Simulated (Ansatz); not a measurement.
Random displacements in C

The calculation used Ansatz, DFT LDA, scalar-relativistic, plane waves, PAW. Settings: plane waves to 420 eV, k-mesh 8×8×8 (Γ-centred), Gaussian smearing 0.05 eV. No spin polarisation. Energies are free energies at this smearing, counted from the undisturbed cell; pressure is positive in compression.

Zero of the scan (relaxed at this level):

```yaml
crystal:
  lattice:
    - [1.39167, 2.44487, -3.33730]
    - [1.39167, -2.44487, -3.33730]
    - [-2.84293, 0.00000, -3.31411]
  atoms:
    - { symbol: C, position: [0.91662, 0.41662, 0.66662] }
    - { symbol: C, position: [0.41662, 0.91662, 0.66662] }
    - { symbol: C, position: [0.91662, 0.91662, 0.16662] }
    - { symbol: C, position: [0.41662, 0.41662, 0.16662] }
    - { symbol: C, position: [0.08338, 0.58338, 0.33338] }
    - { symbol: C, position: [0.58338, 0.08338, 0.33338] }
    - { symbol: C, position: [0.08338, 0.08338, 0.83338] }
    - { symbol: C, position: [0.58338, 0.58338, 0.83338] }
```

The cell holds layers and no dispersion correction was added, so their binding is poorly described.

The atoms are displaced (Å, in the unstrained cell):

```csv
atom,ux,uy,uz
C1,0.174,-0.054,0.111
C2,-0.102,-0.063,-0.079
C3,-0.025,0.096,-0.005
C4,-0.090,0.177,0.075
C5,-0.009,-0.068,-0.041
C6,0.087,0.031,0.024
C7,0.035,-0.103,-0.125
C8,-0.070,-0.015,0.039
```

Strain (Voigt, engineering shear): (-0.0081, -0.0356, 0.0577, 0.0765, 0.1248, 0.0773).

Q: What are the energy change, the stress and the forces?

A: ΔE = 926.2 meV/atom; stress (xx, yy, zz, yz, xz, xy; compression positive) (50.08, 87.75, -2.88, -6.43, -4.26, -61.61) GPa.
```csv
atom,Fx (eV/Å),Fy,Fz
C1,-17.25,-2.08,-1.80
C2,3.67,1.75,0.60
C3,9.72,-14.12,-0.48
C4,10.91,-21.60,-0.56
C5,4.87,14.85,0.88
C6,-14.65,16.78,-1.33
C7,-0.32,3.80,1.92
C8,3.04,0.63,0.79
```

Cost: 1 run of about 0.4 core-minutes, on Oxide Virtual Turin-like Processor (Zen 5) (shared hosts).